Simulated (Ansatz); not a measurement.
The system is LiF (Griceite).

```xyz
2
Lattice="0.0000 2.0140 2.0140 2.0140 0.0000 2.0140 2.0140 2.0140 0.0000" Properties=species:S:1:pos:R:3 pbc="T T T"
F     2.0140    2.0140    2.0140
Li    0.0000    0.0000    0.0000
```

Program: Ansatz 0.2.0. Alike in all runs: no spin polarisation; cell as given.

Task: Order these runs on this cell by their band gap on the k mesh, lowest first.
A. level r2SCAN50+D3(BJ); potentials or basis Ansatz PAW; k mesh 7 × 7 × 7; cutoff (eV) 500; smearing fixed
B. level PBE; potentials or basis Ansatz PAW; k mesh 11 × 11 × 11; cutoff (eV) 420; smearing fermi-dirac 0.05 eV
C. level r2SCAN+D4; potentials or basis JTH PAW; k mesh 11 × 11 × 11; cutoff (eV) 1500; smearing methfessel-paxton 0.1 eV

Result: B (9.09 eV), C (10.05 eV), A (15.54 eV).

Caveats: odd divisions of the mesh miss points on the zone boundary, where band edges often lie, so the gap on the mesh can be too wide; the dispersion damping was fitted for another functional or another form of the correction (some runs).

A k mesh can miss the band edges.
